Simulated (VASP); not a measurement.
# B (R-3m) in VASP: relaxation of cell and atoms with PBEsol

Aim: the relaxation of cell and atoms of B with PBEsol.

All numbers are computed with VASP 6.6.1; they aren't measurements. Logs are shortened: lines on timing, memory, paths and dates and some standing lists are left out, and cuts for length are marked.

## 1. The crystal as given

The structure is trigonal, space group R-3m (No. 166). Conventional cell: a = 4.898 Å, b = 4.898 Å, c = 12.524 Å, α = 90.00°, β = 90.00°, γ = 120.00°. B (site symmetry m) is surrounded by 6 B at 1.67 to 1.80 Å. B (site symmetry m) has 7 B at 1.77 to 2.01 Å as nearest neighbours.

## 2. Relaxation of cell and atoms, PBEsol

INCAR reads:

```
SYSTEM = B
PREC = Accurate
ENCUT = 600
EDIFF = 1E-7
ISMEAR = 0
SIGMA = 0.02
LREAL = .FALSE.
LASPH = .TRUE.
NELM = 100
ALGO = Fast
ISIF = 3
LWAVE = .FALSE.
LCHARG = .FALSE.
GGA = PS
IBRION = 2
NSW = 90
EDIFFG = -0.005
```

KPOINTS reads:

```
Automatic mesh
0
G
  6 6 6
  0 0 0
```

POSCAR reads:

```
B
1.0
    2.4491963900      1.4140442000      4.1747204400
   -2.4491963900      1.4140442000      4.1747204400
    0.0000000000     -2.8280883900      4.1747204400
B
12
Direct
    0.0099700400      0.6542851200      0.0099700400
    0.0099700400      0.0099700400      0.6542851200
    0.6542851200      0.0099700400      0.0099700400
    0.3457148800      0.9900299600      0.9900299600
    0.9900299600      0.3457148800      0.9900299600
    0.9900299600      0.9900299600      0.3457148800
    0.2205655700      0.6316348300      0.2205655700
    0.2205655700      0.2205655700      0.6316348300
    0.6316348300      0.2205655700      0.2205655700
    0.3683651700      0.7794344300      0.7794344300
    0.7794344300      0.3683651700      0.7794344300
    0.7794344300      0.7794344300      0.3683651700
```

Potentials or basis: VASP PAW PBE potentials, release 64 (B).

Command:

```sh
> cat potpaw_PBE.64/B/POTCAR > POTCAR
> mpirun -np 1 vasp_std > vasp.out
```

OUTCAR:

```text
SYSTEM = B
   PREC = Accurate
   ENCUT = 600
   EDIFF = 1E-7
   ISMEAR = 0
   LREAL = .FALSE.
   LASPH = .TRUE.
   NELM = 100
   ISIF = 3
   GGA = PS
   IBRION = 2
   NSW = 90
   EDIFFG = -0.005

 ion  position               nearest neighbor table
   1  0.010  0.654  0.010-   5 1.67   3 1.74   2 1.74   7 1.79  12 1.80  10 1.80
   2  0.010  0.010  0.654-   6 1.67   3 1.74   1 1.74   8 1.79  10 1.80  11 1.80
   3  0.654  0.010  0.010-   4 1.67   1 1.74   2 1.74   9 1.79  12 1.80  11 1.80
   4  0.346  0.990  0.990-   3 1.67   5 1.74   6 1.74  10 1.79   8 1.80   7 1.80
   5  0.990  0.346  0.990-   1 1.67   4 1.74   6 1.74  11 1.79   8 1.80   9 1.80
   6  0.990  0.990  0.346-   2 1.67   4 1.74   5 1.74  12 1.79   9 1.80   7 1.80
   7  0.221  0.632  0.221-  12 1.77  10 1.77   1 1.79   6 1.80   4 1.80   9 2.01   8 2.01
   8  0.221  0.221  0.632-  10 1.77  11 1.77   2 1.79   4 1.80   5 1.80   7 2.01   9 2.01
   9  0.632  0.221  0.221-  12 1.77  11 1.77   3 1.79   6 1.80   5 1.80   7 2.01   8 2.01
  10  0.368  0.779  0.779-   8 1.77   7 1.77   4 1.79   2 1.80   1 1.80  11 2.01  12 2.01
  11  0.779  0.368  0.779-   8 1.77   9 1.77   5 1.79   2 1.80   3 1.80  10 2.01  12 2.01
  12  0.779  0.779  0.368-   7 1.77   9 1.77   6 1.79   3 1.80   1 1.80  10 2.01  11 2.01

  LATTYP: Found a trigonal (rhomboedric) cell.
 ALAT       =     5.0424572094
 COS(alpha) =     0.5281621515

  Lattice vectors:

 A1 = (   2.4491963900,   1.4140442000,   4.1747204400)
 A2 = (  -2.4491963900,   1.4140442000,   4.1747204400)
 A3 = (   0.0000000000,  -2.8280883900,   4.1747204400)

Analysis of symmetry for initial positions (statically):
=====================================================================
 Subroutine PRICEL returns:
 Original cell was already a primitive cell.

 Routine SETGRP: Setting up the symmetry group for a
 trigonal (rhombohedral) supercell.

 Subroutine GETGRP returns: Found 12 space group operations
 (whereof 12 operations were pure point group operations)
 out of a pool of 12 trial point group operations.

The static configuration has the point symmetry D_3d.

Analysis of symmetry for dynamics (positions and initial velocities):
=====================================================================
 Subroutine PRICEL returns:
 Original cell was already a primitive cell.

 Routine SETGRP: Setting up the symmetry group for a
 trigonal (rhombohedral) supercell.

 Subroutine GETGRP returns: Found 12 space group operations
 (whereof 12 operations were pure point group operations)
 out of a pool of 12 trial point group operations.

The dynamic configuration has the point symmetry D_3d.

 Subroutine INISYM returns: Found 12 space group operations
 (whereof 12 operations are pure point group operations),
 and found     1 'primitive' translations

----------------------------------------------------------------------------------------

                                     Primitive cell

  volume of cell :      86.7492

  direct lattice vectors                    reciprocal lattice vectors
     2.449196390  1.414044200  4.174720440     0.204148594  0.117865246  0.079845666
    -2.449196390  1.414044200  4.174720440    -0.204148594  0.117865246  0.079845666
     0.000000000 -2.828088390  4.174720440     0.000000000 -0.235730491  0.079845666

  length of vectors
     5.042457209  5.042457209  5.042457208     0.248885908  0.248885908  0.248885908

  position of ions in fractional coordinates (direct lattice)
     0.009970040  0.654285120  0.009970040
     0.009970040  0.009970040  0.654285120
     0.654285120  0.009970040  0.009970040
     0.345714880  0.990029960  0.990029960
     0.990029960  0.345714880  0.990029960
     0.990029960  0.990029960  0.345714880
     0.220565570  0.631634830  0.220565570
     0.220565570  0.220565570  0.631634830
     0.631634830  0.220565570  0.220565570
     0.368365170  0.779434430  0.779434430
     0.779434430  0.368365170  0.779434430
     0.779434430  0.779434430  0.368365170

  ion indices of the primitive-cell ions
   primitive index   ion index
                 1           1
                 2           2
                 3           3
                 4           4
                 5           5
                 6           6
                 7           7
                 8           8
                 9           9
                10          10
                11          11
                12          12

----------------------------------------------------------------------------------------

 KPOINTS: Automatic mesh

Automatic generation of k-mesh.
 Grid dimensions read from file:
 generate k-points for:    6    6    6

 Generating k-lattice:

  Cartesian coordinates                     Fractional coordinates (reciprocal lattice)
     0.034024766  0.019644208  0.013307611     0.166666667  0.000000000 -0.000000000
    -0.034024766  0.019644208  0.013307611     0.000000000  0.166666667 -0.000000000
     0.000000000 -0.039288415  0.013307611    -0.000000000 -0.000000000  0.166666667

  Length of vectors
     0.041480985  0.041480985  0.041480985

  Shift w.r.t. Gamma in fractional coordinates (k-lattice)
     0.000000000  0.000000000  0.000000000

 Subroutine IBZKPT returns following result:
 ===========================================

 Found     32 irreducible k-points:

 Following reciprocal coordinates:
            Coordinates               Weight
  0.000000  0.000000  0.000000      1.000000
  0.166667  0.000000  0.000000      6.000000
  0.333333 -0.000000  0.000000      6.000000
  0.500000 -0.000000  0.000000      3.000000
  0.166667  0.166667  0.000000      6.000000
  0.333333  0.166667  0.000000     12.000000
[... 16 lines left out ...]
  0.500000  0.500000  0.166667      6.000000
 -0.333333  0.500000  0.166667     12.000000
 [... further k-points ...]
   k-points           NKPTS =     32   k-points in BZ     NKDIM =     32   number of bands    NBANDS=     25
   number of dos      NEDOS =    301   number of ions     NIONS =     12
   total plane-waves  NPLWV =  64000
   dimension x,y,z NGX =    40 NGY =   40 NGZ =   40
   dimension x,y,z NGXF=    80 NGYF=   80 NGZF=   80
   ions per type =              12
   NGX,Y,Z   is equivalent  to a cutoff of  13.19, 13.19, 13.19 a.u.
   NGXF,Y,Z  is equivalent  to a cutoff of  26.38, 26.38, 26.38 a.u.
 SYSTEM =  B
   PREC   = accura    normal or accurate (medium, high low for compatibility)
   ISTART =      0    job   : 0-new  1-cont  2-samecut
   ICHARG =      2    charge: 1-file 2-atom 10-const
   ISPIN  =      1    spin polarized calculation?
   LNONCOLLINEAR =      F non collinear calculations
   LSORBIT =      F    spin-orbit coupling
   LASPH  =      T    aspherical Exc in radial PAW
   ENCUT  =  600.0 eV  44.10 Ry    6.64 a.u.  10.07 10.07 10.07*2*pi/ulx,y,z
   NELM   =    100;   NELMIN=  2; NELMDL= -5     # of ELM steps
   EDIFF  = 0.1E-06   stopping-criterion for ELM
   LREAL  =      F    real-space projection
   EDIFFG = -.5E-02   stopping-criterion for IOM
   NSW    =     90    number of steps for IOM
   IBRION =      2    ionic relax: 0-MD 1-quasi-New 2-CG
   NFREE  =      1    steps in history (QN), initial steepest desc. (CG)
   ISIF   =      3    stress and relaxation
   ISYM   =      2    0-nonsym 1-usesym 2-fastsym
   POTIM  = 0.5000    time-step for ionic-motion
   TEBEG  =    0.0;   TEEND  =   0.0 temperature during run
   PSTRESS=    0.0 pullay stress
   NELECT =      36.0000    total number of electrons
   NUPDOWN=      -1.0000    fix difference up-down
   EMIN   =  10.00;   EMAX   =-10.00  energy-range for DOS
   EFERMI =   0.00;   METHOD = LEGACY
   ISMEAR =     0;   SIGMA  =   0.02  broadening in eV -4-tet -1-fermi 0-gaus
   EFERMI_NEDOS =   21; number of points for ismear=-14 and -15
   IALGO  =     68    algorithm
   IMIX   =      4    mixing-type and parameters
     AMIX     =   0.40;   BMIX     =  1.00
     AMIX_MAG =   1.60;   BMIX_MAG =  1.00
  volume/ion in A,a.u.               =       7.23        48.78
  Fermi-wavevector in a.u.,A,eV,Ry     =   1.221108  2.307559 20.287697  1.491104
  Thomas-Fermi vector in A             =   2.356301
   LORBIT       =      0    0 simple, 1 ext, 2 COOP (PROOUT), +10 PAW based schemes
   GGA     = PS    functional components
   LHFCALC =     F    Hartree Fock is set to
   AEXX    =    0.0000 exact exchange contribution
   IVDW    =     0    specifies the selected vdW correction
   LEPSILON=     F    determine dielectric tensor
   LRPA    =     F    only Hartree local field effects (RPA)
 conjugate gradient relaxation of ions
 non-spin polarized calculation
 RMM-DIIS sequential band-by-band and
 Gauss-broadening in eV      SIGMA  =   0.02
  energy-cutoff  :      600.00
  volume of cell :       86.75
 maximum number of plane-waves:      2917
   NGX = 21   NGY = 21   NGZ = 21

--------------------------------------- Ionic step        1  -------------------------------------------

 number of electron      36.0000000 magnetization

 Free energy of the ion-electron system (eV)
  ---------------------------------------------------
  ext. energy  EPLUGINS =         0.00000000
  ---------------------------------------------------
  free energy    TOTEN  =       -84.47414854 eV

  energy without entropy =      -84.47414854  energy(sigma->0) =      -84.47414854

------------------------ aborting loop because EDIFF is reached ----------------------------------------

  FORCE on cell =-STRESS in cart. coord.  units (eV):
  Direction    XX          YY          ZZ          XY          YZ          ZX
  --------------------------------------------------------------------------------------
  -------------------------------------------------------------------------------------
  Total       -0.9083173     -0.9083173     -0.6755592      0.0000000     -0.0000000      0.0000000
  in kB      -16.7757882    -16.7757882    -12.4769594      0.0000000     -0.0000000      0.0000000
  external PRESSURE =     -15.3428453 kB  Pullay stress =       0.0000000 kB
[... 261 lines left out ...]
  energy  without entropy=      -84.4839054479  energy(sigma->0) =      -84.48390545

--------------------------------------- Ionic step        7  -------------------------------------------

 number of electron      36.0000000 magnetization

 Free energy of the ion-electron system (eV)
  ---------------------------------------------------
  ext. energy  EPLUGINS =         0.00000000
  ---------------------------------------------------
  free energy    TOTEN  =       -84.48391647 eV

  energy without entropy =      -84.48391647  energy(sigma->0) =      -84.48391647

 E-fermi :   6.1441     XC(G=0): -11.7137

 val. band max:        6.0474856375   @ k =   0.5000   0.5000   0.5000
 cond. band min:       7.3703685825   @ k =   0.0000   0.0000   0.0000
 fundamental gap:      1.3228829449
 Fermi energy:         6.1440781840

 k-point     1 :       0.0000    0.0000    0.0000
  band No.  band energies     occupation
      1     -10.2867      2.00000
      2      -4.4722      2.00000
      3      -4.2142      2.00000
      4      -4.2142      2.00000
      5      -3.2593      2.00000
      6      -2.5670      2.00000
[... 661 lines left out ...]
     24      11.1677      0.00000
     25      11.5766      0.00000

 [... further k-points ...]

------------------------ aborting loop because EDIFF is reached ----------------------------------------

  FORCE on cell =-STRESS in cart. coord.  units (eV):
  Direction    XX          YY          ZZ          XY          YZ          ZX
  --------------------------------------------------------------------------------------
  -------------------------------------------------------------------------------------
  Total        0.0007259      0.0007259     -0.0059600      0.0000000     -0.0000000     -0.0000000
  in kB        0.0135402      0.0135402     -0.1111685      0.0000000     -0.0000000     -0.0000000
  external PRESSURE =      -0.0280293 kB  Pullay stress =       0.0000000 kB
[... 27 lines left out ...]
  FREE ENERGIE OF THE ION-ELECTRON SYSTEM (eV)
  ---------------------------------------------------
  free  energy   TOTEN  =       -84.4839164674 eV

  energy  without entropy=      -84.4839164674  energy(sigma->0) =      -84.48391647

 reached required accuracy - stopping structural energy minimisation
```

It took 5.1 min on 1 thread of AMD EPYC 7R13 (Zen 3), shared host; peak memory 0.23 GiB.

Results:

```yaml
Free_energy: -84.4839 eV
Relaxed_volume: 7.16 Å³/atom
Relaxed_cell: a = 5.031 Å, b = 5.031 Å, c = 5.031 Å, α = 58.00°, β = 58.00°, γ = 58.00°
Space_group_after_relaxing_to_0.05_Å: R-3m (No. 166)
Energy_gained_by_relaxing: 0.8 meV/atom
Ionic_steps: 7
Pressure_after_relaxing: 0.0 GPa
Largest_force_after_relaxing: 0.004 eV/Å
Band_gap_on_the_k_mesh: 1.32 eV, indirect (least direct gap 1.68 eV)
```

Forces in eV/Å, atoms in the order of the input:
```
B    0.001 -0.001  0.000
B    0.000  0.002  0.000
B   -0.001 -0.001  0.000
B    0.001  0.001  0.000
B   -0.001  0.001  0.000
B    0.000 -0.002  0.000
B   -0.001  0.000 -0.004
B    0.000 -0.001 -0.004
B    0.001  0.000 -0.004
B   -0.001  0.000  0.004
B    0.001  0.000  0.004
B    0.000  0.001  0.004
```

Step by step:
```tsv
step	energy change (eV)	largest force (eV/Å)	pressure (GPa)	volume (Å³)
1	0.0000	0.1676	-1.53	86.75
2	-0.0091	0.0748	0.17	85.88
3	-0.0091	0.0749	0.17	85.88
4	-0.0092	0.0985	-0.07	85.88
5	-0.0096	0.0213	0.05	85.88
6	-0.0098	0.0065	-0.02	85.90
7	-0.0098	0.0040	0.00	85.90
```

Final structure:
```cif
data_structure
_symmetry_space_group_name_H-M 'P 1'
_symmetry_Int_Tables_number 1
_cell_length_a 5.0305
_cell_length_b 5.0305
_cell_length_c 5.0305
_cell_angle_alpha 58.004
_cell_angle_beta 58.004
_cell_angle_gamma 58.004
_cell_volume 85.90
loop_
_atom_site_label
_atom_site_type_symbol
_atom_site_fract_x
_atom_site_fract_y
_atom_site_fract_z
_atom_site_occupancy
B1 B 0.01063 0.65374 0.01063 1
B2 B 0.01063 0.01063 0.65374 1
B3 B 0.65374 0.01063 0.01063 1
B4 B 0.34626 0.98937 0.98937 1
B5 B 0.98937 0.34626 0.98937 1
B6 B 0.98937 0.98937 0.34626 1
B7 B 0.22170 0.62967 0.22170 1
B8 B 0.22170 0.22170 0.62967 1
B9 B 0.62967 0.22170 0.22170 1
B10 B 0.37034 0.77830 0.77830 1
B11 B 0.77830 0.37034 0.77830 1
B12 B 0.77830 0.77830 0.37033 1
```

Caveat: the PAW data sets were made with another functional, which shifts forces and pressure a little.
